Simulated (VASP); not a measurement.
**VASP inputs for CaO (strained rocksalt)**

INCAR

```
ENCUT = 520
NBANDS = 15
ISMEAR = 0
NSW = 0
LASPH = .TRUE.
PREC = Accurate
ALGO = Normal
IBRION = -1
SIGMA = 0.01
LREAL = .FALSE.
METAGGA = R2SCAN
LCHARG = .FALSE.
EDIFF = 1E-7
ISIF = 2
NELM = 120
LWAVE = .FALSE.
```

KPOINTS

```
KPOINTS created by Atomic Simulation Environment
0
Gamma
10 10 10
0 0 0
```

KPOINTS_OPT

```
special points
7
Reciprocal
0.0000000000 0.0000000000 0.0000000000 1
0.5000000000 0.0000000000 0.5000000000 1
0.6250000000 0.2500000000 0.6250000000 1
0.3750000000 0.3750000000 0.7500000000 1
0.5000000000 0.5000000000 0.5000000000 1
0.5000000000 0.2500000000 0.7500000000 1
0.0000000000 0.5000000000 0.5000000000 1
```

POSCAR

```
Ca O
 1.0000000000000000
     0.0000000000000000    2.3256236101000001    2.3256236101000001
     2.3256236101000001    0.0000000000000000    2.3256236101000001
     2.3256236101000001    2.3256236101000001    0.0000000000000000
 Ca  O
   1   1
Cartesian
  0.0000000000000000  0.0000000000000000  0.0000000000000000
  2.3256236101000001  2.3256236101000001  2.3256236101000001
```

VASP ran with the recommended PBE PAW datasets (16 valence electrons in the cell).

Problem. Estimate the main results of this run.

Solution. gap between bands v and c 4.14 eV; least direct gap 4.48 eV; pressure 14.6 GPa.

Band v is the last that the valence electrons fill when counted band by band, and c is the next. Levels in eV from the top of v:

| point | v−1 | v | c | c+1 |
| --- | --- | --- | --- | --- |
| Γ | 0.00 | 0.00 | 6.31 | 7.08 |
| X | -0.34 | -0.34 | 4.14 | 9.53 |
| K | -1.16 | -0.86 | 5.87 | 9.21 |
| L | -1.41 | -1.41 | 8.18 | 9.60 |
| W | -1.03 | -1.03 | 7.23 | 7.23 |
